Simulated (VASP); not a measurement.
Input of a VASP 6.6.1 run:

Contents of INCAR:

```
ALGO = Fast
EDIFF = 1E-7
EDIFFG = -0.01
ENCUT = 600
GGA = CA
IBRION = 2
ISIF = 3
ISMEAR = 0
LASPH = True
LATTICE_CONSTRAINTS = .FALSE. .FALSE. .TRUE.
LCHARG = False
LREAL = False
LWAVE = False
NELM = 80
NSW = 40
PREC = Accurate
SIGMA = 0.02
```

The input KPOINTS:

```
k-points
0
Gamma
  6 5 6
```

File POSCAR:

```
Si
1.0
    3.8596256218      0.0000000000      0.0000000000
    0.0000000000      5.4583349000      0.0000000000
    0.0000000000      0.0000000000      3.8368993693
Si
4
Direct
    0.0000000000      0.0000000000      0.0000000000
    0.5000000000      0.5000000000      0.5000000000
    0.0000000000      0.2500000000      0.5000000000
    0.5000000000      0.7500000000      0.0000000000
```

Potentials or basis: VASP PAW LDA potentials, release 64 (Si).

Run with:

```console
$ cat potpaw_LDA.64/Si/POTCAR > POTCAR
$ mpirun -np 1 vasp_std > vasp.out
```

(1) Estimate the relaxed cell.

(2) Predict the space group after relaxing (to 0.05 Å).

Answers

(1) a = 3.860 Å, b = 5.458 Å, c = 3.803 Å, α = 90.00°, β = 90.00°, γ = 90.00°.

(2) Imma (No. 74).
